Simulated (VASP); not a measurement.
Input of a VASP 6.6.1 run:

Contents of INCAR:

```
PREC = Accurate ; ENCUT = 520
EDIFF = 1E-7 ; ISMEAR = -1
SIGMA = 0.05 ; LREAL = False
LASPH = True ; NELM = 100
ALGO = Normal ; ISIF = 2
LWAVE = False ; LCHARG = False
GGA = RE ; IVDW = 12
NBANDS = 16
```

The input KPOINTS:

```
regular mesh
0
Gamma
  8 8 8
```

The input POSCAR:

```
InP
1.0
    0.0000000000      2.9362440205      2.9362440205
    2.9362440205      0.0000000000      2.9362440205
    2.9362440205      2.9362440205      0.0000000000
In P
1 1
Direct
    0.0000000000      0.0000000000      0.0000000000
    0.7500000000      0.7500000000      0.7500000000
```

Potentials or basis: VASP PAW PBE potentials, release 64 (In_d, P).

Launch:

```sh
$ cat potpaw_PBE.64/In_d/POTCAR potpaw_PBE.64/P/POTCAR > POTCAR
$ mpirun -np 1 vasp_std > vasp.out
```

(1) Predict the pressure.

(2) Estimate the band gap on the k mesh.

Results:

(1) -0.1 GPa.

(2) 0.78 eV.

Caveat: the PAW data sets were made with another functional, which shifts forces and pressure a little; spin-orbit coupling is left out, which moves the levels of the heavy elements.

**Experimental background.**

A printed reference work, data compilation reports, for a bulk crystal of InP at 1.6 K: band gap 1.4236 eV (direct).

Measured gap of InP: 1.4236 eV (direct; 1.6 K; a printed reference work, data compilation). This calculation gives 0.78 eV (-0.65 eV). Spin-orbit coupling on In is left out. The value is that of revPBE+D3(BJ), without temperature or zero-point motion. Semilocal functionals fall short of measured gaps as a rule.
